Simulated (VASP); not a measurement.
## SnSe2: band structure with PBE

Crystal: SnSe2.

```
Sn Se
1.0
     3.81100    0.00000    0.00000
    -1.90550    3.30042    0.00000
     0.00000    0.00000    6.13600
Sn Se
1 2
Direct
  0.00000 0.00000 0.00000
  0.66667 0.33333 0.75100
  0.33333 0.66667 0.24900
```

- Program: VASP 6.6.1
- Task: band structure
- Functional: PBE
- Potentials or basis: VASP PAW PBE potentials, release 64 (Sn_d, Se)
- Cutoff: 520 eV
- k mesh: 8 × 8 × 6
- Occupations: gaussian, width 0.02 eV
- Spin: no spin polarisation
- Ladder: gaps
- Further INCAR settings: ALGO = Fast; EDIFF = 1e-06; NBANDS = 20

```
Band gap on the k mesh  : 0.76 eV, indirect (least direct gap 1.09 eV)
Band gap along the path : 0.72 eV, indirect (least direct gap 1.09 eV)
```

Levels at the corners of the path, in eV from the valence-band top:
| point | band 11 | band 12 | band 13 | band 14 | band 15 | band 16 |
| --- | --- | --- | --- | --- | --- | --- |
| Γ | -0.43 | -0.43 | -0.04 | 1.05 | 2.90 | 4.60 |
| M | -2.72 | -1.24 | -0.35 | 1.11 | 3.76 | 5.41 |
| M | -2.72 | -1.24 | -0.35 | 1.11 | 3.76 | 5.41 |
| K | -3.39 | -1.56 | -1.56 | 1.39 | 6.62 | 6.62 |
| K | -3.39 | -1.56 | -1.56 | 1.39 | 6.62 | 6.62 |
| Γ | -0.43 | -0.43 | -0.04 | 1.05 | 2.90 | 4.60 |
| Γ | -0.43 | -0.43 | -0.04 | 1.05 | 2.90 | 4.60 |
| A | -0.83 | -0.28 | -0.28 | 2.40 | 2.88 | 4.33 |
| A | -0.83 | -0.28 | -0.28 | 2.40 | 2.88 | 4.33 |
| L | -2.03 | -0.88 | -0.74 | 0.83 | 4.22 | 4.81 |
| L | -2.03 | -0.88 | -0.74 | 0.83 | 4.22 | 4.81 |
| H | -3.76 | -0.41 | -0.41 | 2.51 | 4.71 | 4.71 |
| H | -3.76 | -0.41 | -0.41 | 2.51 | 4.71 | 4.71 |
| A | -0.83 | -0.28 | -0.28 | 2.40 | 2.88 | 4.33 |
| L | -2.03 | -0.88 | -0.74 | 0.83 | 4.22 | 4.81 |
| M | -2.72 | -1.24 | -0.35 | 1.11 | 3.76 | 5.41 |
| K | -3.39 | -1.56 | -1.56 | 1.39 | 6.62 | 6.62 |
| H | -3.76 | -0.41 | -0.41 | 2.51 | 4.71 | 4.71 |

Run time: 64 s on 1 thread of AMD EPYC 9R45 96-Core Processor (Zen 5), on a shared host, peak memory 0.24 GiB.

Caveat: the log is that of the step along the path at fixed density, whose energy, stress, charges and moments have no meaning; spin-orbit coupling is left out, which moves the levels of the heavy elements.
